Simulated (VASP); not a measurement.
# NaF (Villiaumite): cell size against the level of theory

How close do the usual functionals, with and without dispersion, come to the cell of NaF (Villiaumite)? The levels: LDA, PBEsol, PBE, r2SCAN, PBE + D3(BJ), r2SCAN + rVV10, PBE + D4 and SCAN. LASPH is on for some levels and off for others; the table marks which. The start is a cell from a database of measured crystal structures.

Calculated with VASP 6.6.1; LDA; plane waves and PAW (Na_pv, F), in the first sound run; inputs show where later runs differ.

The database entry behind the starting cell differs from later determinations by our own check (0.1 to 0.3 % short, probably kX units), so it need not match the best structure at ambient conditions.

## Step 1: Set-up

Before any relaxation, the start is as follows. It takes space group Fm-3m (No. 225, cubic). Conventional cell: a = 4.620 Å, b = 4.620 Å, c = 4.620 Å, α = 90.00°, β = 90.00°, γ = 90.00°. Nearest to Na lie 6 F at 2.31 Å. Nearest to F lie 6 Na at 2.31 Å. Farther neighbours and most contacts between anions are not listed.

## Step 2: Relaxation with LDA

Properties are meant for the cell that this level of theory prefers, so cell and atoms are relaxed first (ISIF = 3) until forces and stress are small; EDIFFG sets the threshold. LDA, the lowest rung, knows the local density alone.

Contents of INCAR:

```
SYSTEM = NaF
PREC = Accurate
ENCUT = 560
EDIFF = 1E-06
NELM = 100
ISMEAR = -1
SIGMA = 0.05
LREAL = .FALSE.
ALGO = Normal
GGA = CA
NBANDS = 13
LORBIT = 11
LWAVE = .FALSE.
LCHARG = .FALSE.
KPAR = 2
IBRION = 2
NSW = 60
ISIF = 3
EDIFFG = -0.01
```

Contents of POSCAR:

```
NaF
1.0
    0.0000000000      2.3100000000      2.3100000000
    2.3100000000      0.0000000000      2.3100000000
    2.3100000000      2.3100000000      0.0000000000
Na F
1 1
Direct
    0.0000000000      0.0000000000      0.0000000000
    0.5000000000      0.5000000000      0.5000000000
```

Contents of KPOINTS:

```
Automatic mesh
0
Gamma
10 10 10
0 0 0
```

PAW data sets: Na_pv and F (PBE family, release 64).

The run is started by

```console
> mpirun -np 2 vasp_std
```

What it wrote:

```text
[banner, memory and clock lines left out]
running    2 mpi-ranks, on    1 nodes
 distrk:  each k-point on    1 cores,    2 groups
 distr:  one band on    1 cores,    1 groups

 POSCAR found type information on POSCAR NaF
 POSCAR found :  2 types and       2 ions
|                                                                             |
|               ----> ADVICE to this user running VASP <----                  |
|                                                                             |
|     You enforced a specific xc type in the INCAR file but a different       |
|     [... a line on the potential file left out ...]
|     I HOPE YOU KNOW WHAT YOU ARE DOING!                                     |
|                                                                             |

 LDA part: xc-table for (Slater(with rela. corr.)+CA(PZ))
 , standard interpolation
 POSCAR, INCAR and KPOINTS ok, starting setup
 FFT: planning ... GRIDC
 FFT: planning ... GRID_SOFT
 FFT: planning ... GRID
 WAVECAR not read
 entering main loop
       N       E                     dE             d eps       ncg     rms          rms(c)
DAV:   1     0.114070182416E+03    0.11407E+03   -0.81948E+03  1232   0.138E+03
DAV:   2    -0.409124789520E+01   -0.11816E+03   -0.10875E+03  1322   0.371E+02
DAV:   3    -0.100660328910E+02   -0.59748E+01   -0.59601E+01  1527   0.772E+01
DAV:   4    -0.101157385242E+02   -0.49706E-01   -0.49704E-01  1322   0.755E+00
DAV:   5    -0.101162501713E+02   -0.51165E-03   -0.51165E-03  1517   0.766E-01    0.464E+00
DAV:   6    -0.940667720049E+01    0.70957E+00   -0.26020E+00  1437   0.165E+01    0.182E+00
DAV:   7    -0.937756992037E+01    0.29107E-01   -0.33020E-02  1242   0.237E+00    0.977E-01
DAV:   8    -0.936257927441E+01    0.14991E-01   -0.22460E-02  1302   0.399E+00    0.130E-01
DAV:   9    -0.936259573140E+01   -0.16457E-04   -0.18574E-03  1532   0.638E-01    0.609E-02
DAV:  10    -0.936260602526E+01   -0.10294E-04   -0.40456E-04  1302   0.178E-01    0.372E-02
DAV:  11    -0.936259097274E+01    0.15053E-04   -0.61474E-05  1377   0.953E-02    0.181E-03
DAV:  12    -0.936259112461E+01   -0.15187E-06   -0.25824E-06  1141   0.168E-02
   1 F= -.93625911E+01 E0= -.93625911E+01  d E =-.936259E+01
 curvature:   0.00 expect dE= 0.000E+00 dE for cont linesearch  0.000E+00
 trial: gam= 0.00000 g(F)=  0.724E-59 g(S)=  0.261E-01 ort = 0.000E+00 (trialstep = 0.100E+01)
 search vector abs. value=  0.261E-01
 bond charge predicted
       N       E                     dE             d eps       ncg     rms          rms(c)
DAV:   1    -0.963985034676E+01   -0.27726E+00   -0.43580E+00  1472   0.316E+01    0.401E+00
DAV:   2    -0.940642027164E+01    0.23343E+00   -0.85592E-01  1472   0.933E+00    0.109E+00
DAV:   3    -0.938916873753E+01    0.17252E-01   -0.40495E-02  1387   0.420E+00    0.565E-01
DAV:   4    -0.938212715612E+01    0.70416E-02   -0.51526E-03  1474   0.240E+00    0.107E-01
DAV:   5    -0.938176389253E+01    0.36326E-03   -0.87454E-04  1493   0.446E-01    0.266E-02
DAV:   6    -0.938169716927E+01    0.66723E-04   -0.12234E-04  1447   0.200E-01    0.100E-02
DAV:   7    -0.938169625963E+01    0.90965E-06   -0.56514E-06  1413   0.326E-02
   2 F= -.93816963E+01 E0= -.93816963E+01  d E =-.191051E-01
[...]
3 F= -.93857220E+01 E0= -.93857220E+01  d E =-.231309E-01
 curvature:  -0.79 expect dE=-0.271E-03 dE for cont linesearch -0.271E-03
 ZBRENT: extrapolating
 opt :   1.7181  next Energy=    -9.386016 (dE=-0.234E-01)
 bond charge predicted
       N       E                     dE             d eps       ncg     rms          rms(c)
DAV:   1    -0.939621595303E+01   -0.10494E-01   -0.17372E-01  1462   0.649E+00    0.791E-01
DAV:   2    -0.938704495996E+01    0.91710E-02   -0.32224E-02  1482   0.183E+00    0.215E-01
DAV:   3    -0.938637359180E+01    0.67137E-03   -0.14660E-03  1392   0.844E-01    0.110E-01
DAV:   4    -0.938609871181E+01    0.27488E-03   -0.18393E-04  1469   0.468E-01    0.195E-02
DAV:   5    -0.938608503418E+01    0.13678E-04   -0.31546E-05  1459   0.859E-02    0.482E-03
DAV:   6    -0.938608257696E+01    0.24572E-05   -0.42361E-06  1082   0.366E-02    0.198E-03
DAV:   7    -0.938608251194E+01    0.65014E-07   -0.18273E-07   611   0.598E-03
   4 F= -.93860825E+01 E0= -.93860825E+01  d E =-.234914E-01
 curvature:  -0.86 expect dE=-0.148E-07 dE for cont linesearch -0.148E-07
 trial: gam= 0.00000 g(F)=  0.592E-58 g(S)=  0.172E-07 ort =-0.212E-04 (trialstep = 0.114E+01)
 search vector abs. value=  0.173E-07
 reached required accuracy - stopping structural energy minimisation
```

Elapsed: 13 s, on 2 MPI ranks of Intel Xeon 6975P-C (Granite Rapids), shared host; peak memory 0.26 GiB.

The logs omit lines about the potential files and the build; timing stands in the text.

From OUTCAR (step 2):

```text
ion  position               nearest neighbor table
   1  0.000  0.000  0.000-   2 2.31   2 2.31   2 2.31   2 2.31   2 2.31   2 2.31
   2  0.500  0.500  0.500-   1 2.31   1 2.31   1 2.31   1 2.31   1 2.31   1 2.31

  LATTYP: Found a face centered cubic cell.
 ALAT       =     4.6200000000

 Subroutine GETGRP returns: Found 48 space group operations
 (whereof 48 operations were pure point group operations)

The static configuration has the point symmetry O_h .

 Found     47 irreducible k-points:

   k-points           NKPTS =     47   k-points in BZ     NKDIM =     47   number of bands    NBANDS=     13

   dimension x,y,z NGX =    28 NGY =   28 NGZ =   28
   dimension x,y,z NGXF=    56 NGYF=   56 NGZF=   56

   ENCUT  =  560.0 eV  41.16 Ry    6.42 a.u.   6.30  6.30  6.30*2*pi/ulx,y,z

   NELECT =      14.0000    total number of electrons

 k-points in reciprocal lattice and weights: Automatic mesh
   0.00000000  0.00000000  0.00000000       0.001
   0.10000000  0.00000000  0.00000000       0.008
   0.20000000  0.00000000  0.00000000       0.008
   0.30000000  0.00000000  0.00000000       0.008
   0.40000000  0.00000000  0.00000000       0.008
   0.50000000  0.00000000  0.00000000       0.004
   0.10000000  0.10000000  0.00000000       0.006
   0.20000000  0.10000000  0.00000000       0.024
   0.30000000  0.10000000  0.00000000       0.024
[...]
-0.30000000  0.40000000  0.20000000       0.024
  -0.30000000  0.50000000  0.20000000       0.012

 average (electrostatic) potential at core
       1 -45.8570       2 -77.0097

 E-fermi :  -1.0930

 k-point     1 :       0.0000    0.0000    0.0000
  band No.  band energies     occupation
    ...
      3     -20.5997      2.00000
      4     -20.5997      2.00000
      5      -2.1415      2.00000
      6      -2.1415      2.00000
      7      -2.1415      2.00000
      8       4.2905      0.00000
      9      17.0128      0.00000
     10      17.0128      0.00000
     11      17.0128      0.00000
     12      19.9802      0.00000
    ...

 k-point     2 :       0.1000    0.0000    0.0000
  band No.  band energies     occupation
    ...
      3     -20.6013      2.00000
      4     -20.4381      2.00000
      5      -2.3740      2.00000
      6      -2.1723      2.00000
      7      -2.1723      2.00000
      8       4.6764      0.00000
      9      15.6825      0.00000
     10      17.1920      0.00000
     11      17.1920      0.00000
     12      21.5445      0.00000
    ...

 k-point     3 :       0.2000    0.0000    0.0000
  band No.  band energies     occupation
    ...
      3     -20.6053      2.00000
      4     -20.1705      2.00000
      5      -2.9050      2.00000
      6      -2.2517      2.00000
      7      -2.2517      2.00000
      8       5.6523      0.00000
      9      13.8998      0.00000
     10      17.6519      0.00000
     11      17.6519      0.00000
     12      21.3845      0.00000
    ...

  Total        0.0004873      0.0004873      0.0004873      0.0000000      0.0000000      0.0000000
  in kB        0.0341560      0.0341560      0.0341560      0.0000000      0.0000000      0.0000000
  external PRESSURE =       0.0341560 kB  Pullay stress =       0.0000000 kB

  energy-cutoff  :      560.00
  volume of cell :       22.86
      direct lattice vectors                 reciprocal lattice vectors
     0.000000000  2.252488934  2.252488934    -0.221976673  0.221976673  0.221976673
     2.252488934 -0.000000000  2.252488934     0.221976673 -0.221976673  0.221976673
     2.252488934  2.252488934  0.000000000     0.221976673  0.221976673 -0.221976673

 POSITION                                       TOTAL-FORCE (eV/Angst)
 -----------------------------------------------------------------------------------
      2.25249      2.25249      4.50498        -0.000000      0.000000      0.000000
      2.25249      2.25249      2.25249         0.000000     -0.000000     -0.000000
 -----------------------------------------------------------------------------------
    total drift:                                0.000000      0.000000      0.000000

  FREE ENERGIE OF THE ION-ELECTRON SYSTEM (eV)
  ---------------------------------------------------
  free  energy   TOTEN  =        -9.3860825119 eV

  energy  without entropy=       -9.3860825119  energy(sigma->0) =       -9.38608251

 reached required accuracy - stopping structural energy minimisation

 total charge
# of ion       s       p       d       tot
------------------------------------------
    1        0.061   6.008   0.000   6.069
    2        1.715   4.368   0.000   6.083
--------------------------------------------------
tot          1.776  10.376   0.000  12.152

[... 3 further parts left out ...]
```

The gap is read on the k-mesh alone, so it is an upper bound where the band edges lie off the mesh, and a coarse mesh can show a gap where there is none. The PAW data sets were made with PBE, though LDA sets exist; this is a small mismatch. The run keeps the 48 symmetry operations of its start, so it cannot find a distortion of lower symmetry.

Relaxation path:

```
step  energy less that of the first step (eV)  largest force (eV/Å)  pressure (GPa)  volume (Å³)
   1                                   0.0000                0.0000           -3.90        24.65
   2                                  -0.0191                0.0000           -1.70        23.60
   3                                  -0.0231                0.0000           -0.48        23.06
   4                                  -0.0235                0.0000            0.00        22.86
```

```
conventional cell, symmetrised  before  after  change
                         a (Å)   4.620  4.505  -2.5 %
                         b (Å)   4.620  4.505  -2.5 %
                         c (Å)   4.620  4.505  -2.5 %
              volume (Å³/atom)   12.33  11.43  -7.3 %
```

Final coordinates:

```
Na F
1.0
     0.00000    2.25249    2.25249
     2.25249    0.00000    2.25249
     2.25249    2.25249    0.00000
Na F
1 1
Direct
  0.00000 0.00000 0.00000
  0.50000 0.50000 0.50000
```

Numbers from this step:

```yaml
electrons: 14
bands: 13
irreducible_k_points: 47
symmetry_operations: 48
free_energy_toten: -9.386 eV
fermi_energy: -1.093 eV
pressure: 0.003416 GPa
metallic_judged_on_the_points_sampled: no
valence_top_at_k: 0, 0, 0
conduction_bottom_at_k: 0, 0, 0
least_direct_gap_at_k: 0, 0, 0
scf_cycles_over_all_ionic_steps: 33
gap_on_the_k_mesh: 6.432 eV
least_direct_gap_on_the_k_mesh: 6.432 eV
```

It ends with forces that vanish by symmetry and a pressure of 0.00 GPa. The volume lies -7.3 % from that of the database's start, part of which can be the thermal and zero-point expansion of its experiment. LDA is known to overbind. The conventional cell has a = 4.505 Å.

## Step 3: Relaxation with PBEsol

This step: PBEsol; plane waves and PAW (Na_pv, F) (VASP 6.6.1).

PBEsol restores the gradient expansion of exchange and is tuned for the cells of solids.

Changes to INCAR since step 2:

```diff
@@ -9,3 +9,3 @@
 ALGO = Normal
-GGA = CA
+GGA = PS
 NBANDS = 13
```

POSCAR is that of step 2.

KPOINTS is that of step 2.

The run is started by

```console
> mpirun -np 2 vasp_std
```

What it wrote:

```text
[banner, memory and clock lines left out]
running    2 mpi-ranks, on    1 nodes
 distrk:  each k-point on    1 cores,    2 groups
 distr:  one band on    1 cores,    1 groups

 POSCAR found type information on POSCAR NaF
 POSCAR found :  2 types and       2 ions
 [... a notice as in an earlier step ...]

 LDA part: xc-table for (Slater+PW92), standard interpolation
 POSCAR, INCAR and KPOINTS ok, starting setup
 FFT: planning ... GRIDC
 FFT: planning ... GRID_SOFT
 FFT: planning ... GRID
 WAVECAR not read
 entering main loop
       N       E                     dE             d eps       ncg     rms          rms(c)
DAV:   1     0.115059861033E+03    0.11506E+03   -0.82199E+03  1237   0.138E+03
DAV:   2    -0.353167672730E+01   -0.11859E+03   -0.10923E+03  1317   0.373E+02
DAV:   3    -0.948691871890E+01   -0.59552E+01   -0.59412E+01  1517   0.771E+01
DAV:   4    -0.953688295819E+01   -0.49964E-01   -0.49962E-01  1342   0.760E+00
DAV:   5    -0.953740919321E+01   -0.52624E-03   -0.52623E-03  1497   0.777E-01    0.491E+00
DAV:   6    -0.878458515480E+01    0.75282E+00   -0.27571E+00  1442   0.157E+01    0.181E+00
DAV:   7    -0.876981808922E+01    0.14767E-01   -0.28111E-02  1232   0.222E+00    0.102E+00
DAV:   8    -0.876854108449E+01    0.12770E-02   -0.25456E-02  1242   0.368E+00    0.144E-01
DAV:   9    -0.876906453303E+01   -0.52345E-03   -0.42228E-03  1472   0.665E-01    0.111E-01
DAV:  10    -0.876894828425E+01    0.11625E-03   -0.90750E-04  1292   0.366E-01    0.132E-02
DAV:  11    -0.876895089862E+01   -0.26144E-05   -0.41873E-05  1322   0.146E-01    0.606E-03
DAV:  12    -0.876895115802E+01   -0.25940E-06   -0.52059E-06  1441   0.341E-02
   1 F= -.87689512E+01 E0= -.87689512E+01  d E =-.876895E+01
 curvature:   0.00 expect dE= 0.000E+00 dE for cont linesearch  0.000E+00
 trial: gam= 0.00000 g(F)=  0.690E-59 g(S)=  0.111E-03 ort = 0.000E+00 (trialstep = 0.100E+01)
 search vector abs. value=  0.111E-03
 bond charge predicted
       N       E                     dE             d eps       ncg     rms          rms(c)
DAV:   1    -0.877010451309E+01   -0.11536E-02   -0.18516E-02  1482   0.208E+00    0.256E-01
DAV:   2    -0.876915001305E+01    0.95450E-03   -0.34166E-03  1507   0.593E-01    0.689E-02
DAV:   3    -0.876908542996E+01    0.64583E-04   -0.15052E-04  1392   0.259E-01    0.352E-02
DAV:   4    -0.876905737922E+01    0.28051E-04   -0.19713E-05  1492   0.153E-01    0.621E-03
DAV:   5    -0.876905589042E+01    0.14888E-05   -0.33052E-06  1024   0.271E-02    0.153E-03
DAV:   6    -0.876905553375E+01    0.35667E-06   -0.43085E-07   641   0.119E-02
   2 F= -.87690555E+01 E0= -.87690555E+01  d E =-.104376E-03
 trial-energy change:   -0.000104  1 .order   -0.000087   -0.000111   -0.000064
 step:   1.3448(harm=  2.3674)  dis= 0.00000  next Energy=    -8.769067 (dE=-0.116E-03)
 bond charge predicted
       N       E                     dE             d eps       ncg     rms          rms(c)
DAV:   1    -0.876920088377E+01   -0.14499E-03   -0.21817E-03  1477   0.715E-01    0.877E-02
DAV:   2    -0.876908915773E+01    0.11173E-03   -0.40111E-04  1502   0.203E-01    0.237E-02
DAV:   3    -0.876908132415E+01    0.78336E-05   -0.17657E-05  1387   0.893E-02    0.121E-02
DAV:   4    -0.876907763599E+01    0.36882E-05   -0.22765E-06  1080   0.527E-02    0.209E-03
DAV:   5    -0.876907740720E+01    0.22879E-06   -0.40157E-07   616   0.101E-02
   3 F= -.87690774E+01 E0= -.87690774E+01  d E =-.126249E-03
 curvature:  -0.52 expect dE=-0.712E-05 dE for cont linesearch -0.712E-05
 trial: gam=-0.22789 g(F)=  0.262E-59 g(S)=  0.136E-04 ort = 0.388E-04 (trialstep = 0.107E+01)
 search vector abs. value=  0.168E-05
 reached required accuracy - stopping structural energy minimisation
```

Elapsed: 11 s, on 2 MPI ranks; peak memory 0.3 GiB.

Parts of OUTCAR (step 3):

```text
The static configuration has the point symmetry O_h .

 Found     47 irreducible k-points:

   NELECT =      14.0000    total number of electrons

 E-fermi :  -1.0989

 k-point     1 :       0.0000    0.0000    0.0000
  band No.  band energies     occupation
    ...
      3     -20.9076      2.00000
      4     -20.9076      2.00000
      5      -2.1541      2.00000
      6      -2.1541      2.00000
      7      -2.1541      2.00000
      8       4.0344      0.00000
      9      16.7264      0.00000
     10      16.7264      0.00000
     11      16.7264      0.00000
     12      19.4206      0.00000
    ...

 k-point     2 :       0.1000    0.0000    0.0000
  band No.  band energies     occupation
    ...
      3     -20.9088      2.00000
      4     -20.7613      2.00000
      5      -2.3575      2.00000
      6      -2.1797      2.00000
      7      -2.1797      2.00000
      8       4.3968      0.00000
      9      15.4041      0.00000
     10      16.8840      0.00000
     11      16.8840      0.00000
     12      20.9055      0.00000
    ...

  Total        0.0137316      0.0137316      0.0137316      0.0000000      0.0000000      0.0000000
  in kB        0.8890267      0.8890267      0.8890267      0.0000000      0.0000000      0.0000000
  external PRESSURE =       0.8890267 kB  Pullay stress =       0.0000000 kB

  energy-cutoff  :      560.00
  volume of cell :       24.75
      direct lattice vectors                 reciprocal lattice vectors
     0.000000000  2.312928978  2.312928978    -0.216176115  0.216176115  0.216176115
     2.312928978  0.000000000  2.312928978     0.216176115 -0.216176115  0.216176115
     2.312928978  2.312928978 -0.000000000     0.216176115  0.216176115 -0.216176115

 POSITION                                       TOTAL-FORCE (eV/Angst)
 -----------------------------------------------------------------------------------
      0.00000      0.00000      0.00000         0.000000      0.000000      0.000000
      2.31293      2.31293      2.31293        -0.000000     -0.000000     -0.000000
 -----------------------------------------------------------------------------------
    total drift:                                0.000000      0.000000      0.000000

  FREE ENERGIE OF THE ION-ELECTRON SYSTEM (eV)
  ---------------------------------------------------
  free  energy   TOTEN  =        -8.7690774072 eV

  energy  without entropy=       -8.7690774071  energy(sigma->0) =       -8.76907741

 total charge
# of ion       s       p       d       tot
------------------------------------------
    1        0.051   5.997   0.000   6.048
    2        1.723   4.370   0.000   6.093
--------------------------------------------------
tot          1.774  10.367   0.000  12.141

[... 8 parts as in an earlier step ...]

[... 5 further parts left out ...]
```

CONTCAR:

```
NaF
   1.00000000000000
     0.0000000000000000    2.3129289783162816    2.3129289783162816
     2.3129289783162816    0.0000000000000000    2.3129289783162816
     2.3129289783162816    2.3129289783162816   -0.0000000000000000
  Na              F
     1     1
Direct
     0.0000000000000000    0.0000000000000000    0.0000000000000000
     0.5000000000000000    0.5000000000000000    0.5000000000000000
```

The PAW data sets were made with PBE, which is usual practice but a small mismatch for other functionals.

Step by step:

```
step  energy less that of the first step (eV)  largest force (eV/Å)  pressure (GPa)  volume (Å³)
   1                                   0.0000                0.0000            0.25        24.65
   2                                  -0.0001                0.0000            0.15        24.72
   3                                  -0.0001                0.0000            0.09        24.75
```

```
conventional cell, symmetrised  before  after  change
                         a (Å)   4.620  4.626  +0.1 %
                         b (Å)   4.620  4.626  +0.1 %
                         c (Å)   4.620  4.626  +0.1 %
              volume (Å³/atom)   12.33  12.37  +0.4 %
```

The relaxed structure:

```
Na F
1.0
     0.00000    2.31293    2.31293
     2.31293    0.00000    2.31293
     2.31293    2.31293    0.00000
Na F
1 1
Direct
  0.00000 0.00000 0.00000
  0.50000 0.50000 0.50000
```

This step gave:

```yaml
free_energy_toten: -8.769 eV
fermi_energy: -1.099 eV
pressure: 0.08890 GPa
scf_cycles_over_all_ionic_steps: 23
gap_on_the_k_mesh: 6.188 eV
least_direct_gap_on_the_k_mesh: 6.188 eV
```

It ends at 12.37 Å³/atom, +0.4 % from the start, with 0.09 GPa left. The conventional cell has a = 4.626 Å.

(Continued in part 2 of 3.)

[Lines on the potential files, build, host, timing and source positions are cut from VASP's logs without a mark.]

[Logs are printed without paths, hosts, clocks, repeated set-up lines and the standing remarks that a program may print on its own settings, such as how far it seeks lower states.]

[Hosts, paths, dates, database ids (printed as entryN), source tags and the programs' standing remarks are cut or masked in the printed files.]

[A measured line is paired with the nearest computed mode of its activity, which favours agreement.]

[In band tables of VASP the shares of atoms and orbitals are scaled to a sum of 1 inside the atoms' spheres.]
